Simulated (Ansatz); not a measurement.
The system is I.

```xyz
4
Lattice="3.6350 -2.3950 0.0000 3.6350 2.3950 0.0000 0.0000 0.0000 9.7934" Properties=species:S:1:pos:R:3 pbc="T T T"
I     3.6350   -0.7152    3.7646
I     3.6350    1.6799    1.1321
I     3.6350    0.7152    6.0288
I     3.6350   -1.6799    8.6613
```

Base run:

| Property | Result |
| --- | --- |
| Program | Ansatz 0.2.0 |
| Functional | HSE06 form with a typed share of exact exchange |
| Potentials or basis | Ansatz PAW |
| Cutoff | 420 eV (not typed: the program's choice for these potentials) |
| k mesh | 4 × 4 × 2 |
| Occupations | fermi-dirac, width 0.05 eV |
| Spin | no spin polarisation |

Its results: band gap on the k mesh 1.80 eV, indirect (least direct gap 1.98 eV); pressure 1.3 GPa; largest force 0.508 eV/Å.

Q: The run is repeated on the same cell with these changes: share of exact exchange from 0.15 to 0.1. What comes out?

A: Band gap on the k mesh 1.63 eV, indirect (least direct gap 1.78 eV); pressure 1.5 GPa; largest force 0.619 eV/Å.

Caveats: spin-orbit coupling is left out, which moves the levels of the heavy elements; the PAW data sets come from PBE, with cores solved anew for the run's functional, which leaves a small shift of forces and pressure; the thresholds are loose for stress.

A k mesh can miss the band edges.
